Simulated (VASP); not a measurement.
# HfN (Fm-3m) in VASP: further runs

The runs below take HfN through relaxation of cell and atoms, with PBE.

All numbers are computed with VASP 6.6.1; they aren't measurements. Logs are shortened: lines on timing, memory, paths and dates and some standing lists are left out, and cuts for length are marked.

## Step 1: Starting point

It takes space group Fm-3m (No. 225, cubic). The conventional cell has a = 4.512 Å, b = 4.512 Å, c = 4.512 Å, α = 90.00°, β = 90.00°, γ = 90.00°. Hf (site symmetry m-3m) has 6 N at 2.26 Å as nearest neighbours. N (site symmetry m-3m) is surrounded by 6 Hf at 2.26 Å.

The cell is a database's computed one.

## Step 2: Relaxation of cell and atoms, PBE

Input file INCAR:

```
PREC = Accurate
ENCUT = 600
EDIFF = 1E-6
ISMEAR = 1
SIGMA = 0.1
LREAL = False
LASPH = True
NELM = 120
ALGO = Normal
ISIF = 3
LWAVE = False
LCHARG = False
GGA = PE
IBRION = 2
NSW = 80
EDIFFG = -0.005
KPAR = 2
```

Input file KPOINTS:

```
regular mesh
0
Gamma
  17 17 17
```

Input file POSCAR:

```
HfN
1.0
    0.0000000000      2.2558601000      2.2558601000
    2.2558601000      0.0000000000      2.2558601000
    2.2558601000      2.2558601000      0.0000000000
Hf N
1 1
Direct
    0.0000000000      0.0000000000      0.0000000000
    0.5000000000      0.5000000000      0.5000000000
```

Potentials or basis: VASP PAW PBE potentials, release 64 (Hf_pv, N).

Command:

```bash
$ cat potpaw_PBE.64/Hf_pv/POTCAR potpaw_PBE.64/N/POTCAR > POTCAR
$ mpirun -np 2 vasp_std > vasp.out
```

OUTCAR:

```text
PREC = Accurate
   ENCUT = 600
   EDIFF = 1E-6
   ISMEAR = 1
   LREAL = False
   LASPH = True
   NELM = 120
   ISIF = 3
   GGA = PE
   IBRION = 2
   NSW = 80
   EDIFFG = -0.005

 ion  position               nearest neighbor table
   1  0.000  0.000  0.000-   2 2.26   2 2.26   2 2.26   2 2.26   2 2.26   2 2.26
   2  0.500  0.500  0.500-   1 2.26   1 2.26   1 2.26   1 2.26   1 2.26   1 2.26

  LATTYP: Found a face centered cubic cell.
 ALAT       =     4.5117202000

  Lattice vectors:

 A1 = (   0.0000000000,   2.2558601000,   2.2558601000)
 A2 = (   2.2558601000,   0.0000000000,   2.2558601000)
 A3 = (   2.2558601000,   2.2558601000,   0.0000000000)

Analysis of symmetry for initial positions (statically):
=====================================================================
 Subroutine PRICEL returns:
 Original cell was already a primitive cell.

 Routine SETGRP: Setting up the symmetry group for a
 face centered cubic supercell.

 Subroutine GETGRP returns: Found 48 space group operations
 (whereof 48 operations were pure point group operations)
 out of a pool of 48 trial point group operations.

The static configuration has the point symmetry O_h .

Analysis of symmetry for dynamics (positions and initial velocities):
=====================================================================
 Subroutine PRICEL returns:
 Original cell was already a primitive cell.

 Routine SETGRP: Setting up the symmetry group for a
 face centered cubic supercell.

 Subroutine GETGRP returns: Found 48 space group operations
 (whereof 48 operations were pure point group operations)
 out of a pool of 48 trial point group operations.

The dynamic configuration has the point symmetry O_h .

 Subroutine INISYM returns: Found 48 space group operations
 (whereof 48 operations are pure point group operations),
 and found     1 'primitive' translations

----------------------------------------------------------------------------------------

                                     Primitive cell

  volume of cell :      22.9597

  direct lattice vectors                    reciprocal lattice vectors
     0.000000000  2.255860100  2.255860100    -0.221644950  0.221644950  0.221644950
     2.255860100  0.000000000  2.255860100     0.221644950 -0.221644950  0.221644950
     2.255860100  2.255860100  0.000000000     0.221644950  0.221644950 -0.221644950

  length of vectors
     3.190267948  3.190267948  3.190267948     0.383900315  0.383900315  0.383900315

  position of ions in fractional coordinates (direct lattice)
     0.000000000  0.000000000  0.000000000
     0.500000000  0.500000000  0.500000000

  ion indices of the primitive-cell ions
   primitive index   ion index
                 1           1
                 2           2

----------------------------------------------------------------------------------------

 KPOINTS: regular mesh

Automatic generation of k-mesh.
 Grid dimensions read from file:
 generate k-points for:   17   17   17

 Generating k-lattice:

  Cartesian coordinates                     Fractional coordinates (reciprocal lattice)
    -0.013037938  0.013037938  0.013037938     0.058823529  0.000000000  0.000000000
     0.013037938 -0.013037938  0.013037938     0.000000000  0.058823529  0.000000000
     0.013037938  0.013037938 -0.013037938     0.000000000  0.000000000  0.058823529

  Length of vectors
     0.022582371  0.022582371  0.022582371

  Shift w.r.t. Gamma in fractional coordinates (k-lattice)
     0.000000000  0.000000000  0.000000000

 Subroutine IBZKPT returns following result:
 ===========================================

 Found    165 irreducible k-points:

 Following reciprocal coordinates:
            Coordinates               Weight
  0.000000  0.000000  0.000000      1.000000
  0.058824  0.000000  0.000000      8.000000
  0.117647  0.000000  0.000000      8.000000
  0.176471  0.000000  0.000000      8.000000
  0.235294  0.000000  0.000000      8.000000
  0.294118  0.000000  0.000000      8.000000
[... 16 lines left out ...]
 -0.176471  0.058824  0.000000     24.000000
 -0.117647  0.058824  0.000000     24.000000
 [... further k-points ...]
   k-points           NKPTS =    165   k-points in BZ     NKDIM =    165   number of bands    NBANDS=     11
   number of dos      NEDOS =    301   number of ions     NIONS =      2
   total plane-waves  NPLWV =  21952
   dimension x,y,z NGX =    28 NGY =   28 NGZ =   28
   dimension x,y,z NGXF=    56 NGYF=   56 NGZF=   56
   ions per type =               1   1
   NGX,Y,Z   is equivalent  to a cutoff of  14.59, 14.59, 14.59 a.u.
   NGXF,Y,Z  is equivalent  to a cutoff of  29.18, 29.18, 29.18 a.u.
 SYSTEM =  unknown system
   PREC   = accura    normal or accurate (medium, high low for compatibility)
   ISTART =      0    job   : 0-new  1-cont  2-samecut
   ICHARG =      2    charge: 1-file 2-atom 10-const
   ISPIN  =      1    spin polarized calculation?
   LNONCOLLINEAR =      F non collinear calculations
   LSORBIT =      F    spin-orbit coupling
   LASPH  =      T    aspherical Exc in radial PAW
   ENCUT  =  600.0 eV  44.10 Ry    6.64 a.u.   6.37  6.37  6.37*2*pi/ulx,y,z
   NELM   =    120;   NELMIN=  2; NELMDL= -5     # of ELM steps
   EDIFF  = 0.1E-05   stopping-criterion for ELM
   LREAL  =      F    real-space projection
   EDIFFG = -.5E-02   stopping-criterion for IOM
   NSW    =     80    number of steps for IOM
   IBRION =      2    ionic relax: 0-MD 1-quasi-New 2-CG
   NFREE  =      1    steps in history (QN), initial steepest desc. (CG)
   ISIF   =      3    stress and relaxation
   ISYM   =      2    0-nonsym 1-usesym 2-fastsym
   POTIM  = 0.5000    time-step for ionic-motion
   TEBEG  =    0.0;   TEEND  =   0.0 temperature during run
   PSTRESS=    0.0 pullay stress
   NELECT =      15.0000    total number of electrons
   NUPDOWN=      -1.0000    fix difference up-down
   EMIN   =  10.00;   EMAX   =-10.00  energy-range for DOS
   EFERMI =   0.00;   METHOD = LEGACY
   ISMEAR =     1;   SIGMA  =   0.10  broadening in eV -4-tet -1-fermi 0-gaus
   EFERMI_NEDOS =   21; number of points for ismear=-14 and -15
   IALGO  =     38    algorithm
   IMIX   =      4    mixing-type and parameters
     AMIX     =   0.40;   BMIX     =  1.00
     AMIX_MAG =   1.60;   BMIX_MAG =  1.00
  volume/ion in A,a.u.               =      11.48        77.47
  Fermi-wavevector in a.u.,A,eV,Ry     =   1.420528  2.684408 27.455188  2.017899
  Thomas-Fermi vector in A             =   2.541434
   LORBIT       =      0    0 simple, 1 ext, 2 COOP (PROOUT), +10 PAW based schemes
   GGA     = PE    functional components
   LHFCALC =     F    Hartree Fock is set to
   AEXX    =    0.0000 exact exchange contribution
   IVDW    =     0    specifies the selected vdW correction
   LEPSILON=     F    determine dielectric tensor
   LRPA    =     F    only Hartree local field effects (RPA)
 conjugate gradient relaxation of ions
 non-spin polarized calculation
 Methfessel and Paxton  Order N= 1 SIGMA  =   0.10
  energy-cutoff  :      600.00
  volume of cell :       22.96
 maximum number of plane-waves:       777
 NGX is ok and might be reduce to    28
   NGX = 13   NGY = 13   NGZ = 13

--------------------------------------- Ionic step        1  -------------------------------------------

 number of electron      15.0000002 magnetization

 Free energy of the ion-electron system (eV)
  ---------------------------------------------------
  ext. energy  EPLUGINS =         0.00000000
  ---------------------------------------------------
  free energy    TOTEN  =       -21.75269444 eV

  energy without entropy =      -21.75231356  energy(sigma->0) =      -21.75256748

------------------------ aborting loop because EDIFF is reached ----------------------------------------

  FORCE on cell =-STRESS in cart. coord.  units (eV):
  Direction    XX          YY          ZZ          XY          YZ          ZX
  --------------------------------------------------------------------------------------
  -------------------------------------------------------------------------------------
  Total        0.5890617      0.5890617      0.5890617      0.0000000      0.0000000     -0.0000000
  in kB       41.1059675     41.1059675     41.1059675      0.0000000      0.0000000     -0.0000000
  external PRESSURE =      41.1059675 kB  Pullay stress =       0.0000000 kB
[... 57 lines left out ...]
  energy  without entropy=      -21.7420002167  energy(sigma->0) =      -21.74223008

--------------------------------------- Ionic step        3  -------------------------------------------

 number of electron      15.0000001 magnetization

 Free energy of the ion-electron system (eV)
  ---------------------------------------------------
  ext. energy  EPLUGINS =         0.00000000
  ---------------------------------------------------
  free energy    TOTEN  =       -21.75699780 eV

  energy without entropy =      -21.75662863  energy(sigma->0) =      -21.75687474

 E-fermi :   8.3187     XC(G=0): -12.6766

 val. band max:        8.3044435388   @ k =  -0.1765   0.2941   0.1176
 cond. band min:       8.3187682057   @ k =  -0.4706   0.2353   0.0000
 fundamental gap:      0.0143246670
 Fermi energy:         8.3186636457

 k-point     1 :       0.0000    0.0000    0.0000
  band No.  band energies     occupation
      1     -22.9028      2.00000
      2     -22.9028      2.00000
      3     -22.9028      2.00000
      4      -9.1601      2.00000
      5       5.2713      2.00000
      6       5.2713      2.00000
      7       5.2713      2.00000
      8       7.9501      2.00000
      9       7.9501      2.00000
     10       7.9501      2.00000
     11       9.9839     -0.00000
[... 309 lines left out ...]
 k-point    24 :      -0.1176    0.0588    0.0000
  band No.  band energies     occupation
      1     -23.0906      2.00000
      2     -22.9431      2.00000
      3     -22.9094      2.00000
      4      -8.6931      2.00000
      5       3.5268      2.00000
      6       4.1429      2.00000
      7       4.5468      2.00000
      8       8.2577      1.84816
      9       8.3577      0.39153
     10       9.0019     -0.00000
     11      10.6638      0.00000

 [... further k-points ...]

------------------------ aborting loop because EDIFF is reached ----------------------------------------

  FORCE on cell =-STRESS in cart. coord.  units (eV):
  Direction    XX          YY          ZZ          XY          YZ          ZX
  --------------------------------------------------------------------------------------
  -------------------------------------------------------------------------------------
  Total       -0.0034079     -0.0034079     -0.0034079      0.0000000      0.0000000      0.0000000
  in kB       -0.2343111     -0.2343111     -0.2343111      0.0000000      0.0000000      0.0000000
  external PRESSURE =      -0.2343111 kB  Pullay stress =       0.0000000 kB
[... 17 lines left out ...]
  FREE ENERGIE OF THE ION-ELECTRON SYSTEM (eV)
  ---------------------------------------------------
  free  energy   TOTEN  =       -21.7569977952 eV

  energy  without entropy=      -21.7566286272  energy(sigma->0) =      -21.75687474

 reached required accuracy - stopping structural energy minimisation
```

Wall time 27 s (2 MPI ranks of Intel Xeon 6975P-C (Granite Rapids), shared host); peak memory 0.2 GiB.

What came out:

```
Free energy                            : -21.7570 eV
Relaxed volume                         : 11.65 Å³/atom
Relaxed cell                           : a = 3.206 Å, b = 3.206 Å, c = 3.206 Å, α = 60.00°, β = 60.00°, γ = 60.00°
Space group after relaxing (to 0.05 Å) : Fm-3m (No. 225)
Energy gained by relaxing              : 2.2 meV/atom
Ionic steps                            : 3
Pressure after relaxing                : 0.0 GPa
Band gap on the k mesh                 : none (metal or under the smearing width)
```

Step by step:
| step | energy change (eV) | largest force (eV/Å) | pressure (GPa) | volume (Å³) |
| --- | --- | --- | --- | --- |
| 1 | 0.0000 | 0.0000 | 4.11 | 22.96 |
| 2 | 0.0103 | 0.0000 | -7.02 | 23.95 |
| 3 | -0.0043 | 0.0000 | -0.02 | 23.30 |

Final structure:
```
Hf N
1.0
     0.00000    2.26705    2.26705
     2.26705    0.00000    2.26705
     2.26705    2.26705    0.00000
Hf N
1 1
Direct
  0.00000 0.00000 0.00000
  0.50000 0.50000 0.50000
```

Levels at points of the mesh, in eV from the Fermi level:
```csv
k point,band 6,band 7,band 8,band 9,band 10,band 11
"(0.00, 0.00, 0.00)",-3.05,-3.05,-0.37,-0.37,-0.37,1.67
```

The run has no spin-orbit coupling, so splittings on Hf are missing.

## Step 3: Relaxation of cell and atoms, PBE

This run uses another cell than the first one, of 11.65 Å³/atom, 1.015 times its volume.

INCAR is that of step 2.

KPOINTS is that of step 2.

Input file POSCAR:

```
HfN                                     
1.0
    0.0000000000      2.2670456942      2.2670456942
    2.2670456942      0.0000000000      2.2670456942
    2.2670456942      2.2670456942      0.0000000000
  Hf              N             
     1     1
Direct
     0.0000000000000000    0.0000000000000000    0.0000000000000000
     0.5000000000000000    0.5000000000000000    0.5000000000000000
```

Potentials or basis: VASP PAW PBE potentials, release 64 (Hf_pv, N).

Command:

```bash
$ cat potpaw_PBE.64/Hf_pv/POTCAR potpaw_PBE.64/N/POTCAR > POTCAR
$ mpirun -np 2 vasp_std > vasp.out
```

Wall time 13 s (2 MPI ranks of Intel Xeon 6975P-C (Granite Rapids), shared host); peak memory 0.19 GiB.

The run converged. Its results:

| Item | Value |
| --- | --- |
| Free energy | -21.7575 eV |
| Pressure after relaxing | 0.0 GPa |
| Band gap on the k mesh | none (metal or under the smearing width) |

Final structure:
```
Hf N
1.0
     0.00000    2.26705    2.26705
     2.26705    0.00000    2.26705
     2.26705    2.26705    0.00000
Hf N
1 1
Direct
  0.00000 0.00000 0.00000
  0.50000 0.50000 0.50000
```

Levels at points of the mesh, in eV from the Fermi level:
| k point | band 5 | band 6 | band 7 | band 8 | band 9 | band 10 | band 11 |
| --- | --- | --- | --- | --- | --- | --- | --- |
| (0.00, 0.00, 0.00) | -3.05 | -3.05 | -3.05 | -0.37 | -0.37 | -0.37 | 1.67 |

Caveat: the relaxation stopped at its first step, so nothing moved. The run has no spin-orbit coupling, so splittings on Hf are missing.
